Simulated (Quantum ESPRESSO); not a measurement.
Crystal: InAs.

```
In As
1.0
     0.00000    3.01800    3.01800
     3.01800    0.00000    3.01800
     3.01800    3.01800    0.00000
In As
1 1
Direct
  0.00000 0.00000 0.00000
  0.75000 0.75000 0.75000
```

Base run:

- Program: Quantum ESPRESSO 7.5
- Functional: PBE
- Potentials or basis: SSSP 1.3 efficiency PBE
- Cutoff: 748 eV
- Density cutoff: 5987 eV
- k mesh: 8 × 8 × 8
- Occupations: fermi-dirac, width 0.05 eV
- Spin: no spin polarisation

Its results: band gap on the k mesh none (metal or under the smearing width); pressure 4.4 GPa.

The run is repeated on the same cell with these changes: functional from PBE to LDA; potentials or basis from SSSP 1.3 efficiency PBE to GBRV 1.5 LDA; cutoff from 748 eV to 612 eV; density cutoff from 5987 eV to 4898 eV. What comes out?

Band gap on the k mesh none (metal or under the smearing width); pressure -0.6 GPa.

Caveats: this crystal is a semiconductor, whose small gap the functional closes, so the metal is an error of the method.

Not every run made on this cell is shown here.
